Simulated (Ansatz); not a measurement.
# CsRh: the cost of one run

Program: Ansatz 0.2.0. Level of theory: DFT PBE, scalar-relativistic, plane waves, PAW. These are calculated values, not measurements.

## (1) Starting point

The structure is hexagonal, space group P6_3/mmc (No. 194). The conventional cell has a = 4.429 Å, b = 4.429 Å, c = 6.327 Å, α = 90.00°, β = 90.00°, γ = 120.00°. Around Cs (site symmetry -3m) lie 6 Rh at 3.01 Å and 2 Cs at 3.16 Å. Around Rh (site symmetry -6m2) lie 6 Cs at 3.01 Å.

As a file:

```xyz
4
Lattice="4.4290 0.0000 0.0000 -2.2145 3.8356 0.0000 0.0000 0.0000 6.3272" Properties=species:S:1:pos:R:3 pbc="T T T"
Cs    0.0000    0.0000    0.0000
Cs    0.0000    0.0000    3.1636
Rh    0.0000    2.5571    1.5818
Rh    2.2145    1.2785    4.7454
```

This is candidate A: nickel arsenide type (P6_3/mmc, No. 194).

(A quick probe on a coarse mesh, which set the mesh and smearing, is not shown.)

## (3) The relaxation (candidate A)

Input file input.yaml:

```yaml
crystal:
  lattice:
    - [4.4290138211, 0.0, 0.0]
    - [-2.2145069105, 3.8356384827, 0.0]
    - [0.0, 0.0, 6.3271631321]
  atoms:
    - { symbol: Cs, position: [0.0, 0.0, 0.0] }
    - { symbol: Cs, position: [0.0, 0.0, 0.5] }
    - { symbol: Rh, position: [0.3333333333, 0.6666666667, 0.25] }
    - { symbol: Rh, position: [0.6666666667, 0.3333333333, 0.75] }
basis:
  ecutwfc: 420
kpoints:
  mp_grid: { grid: [12, 12, 8] }
hamiltonian:
  xc: pbe
scf:
  occupations: { method: gaussian, width: 0.1 }
output:
  forces: true
  stress: true
  eigenvalues: true
relax:
  adjacent_minimum: "off"
  f_tol: 0.01
  max_steps: 80
  cell: { stress_tol: 0.05 }
```

The run is started by

```bash
ansatz run input.yaml --threads 1 --pin off --max-ram 2560MiB --backend cpu --events-out ev --progress --plain --runs-dir out
```

**Question.** How long does this run take on 1 thread of Intel Xeon 6975P-C (Granite Rapids), shared host, and how much memory does it need?

About 3.3 min, with a peak of 0.58 GiB.
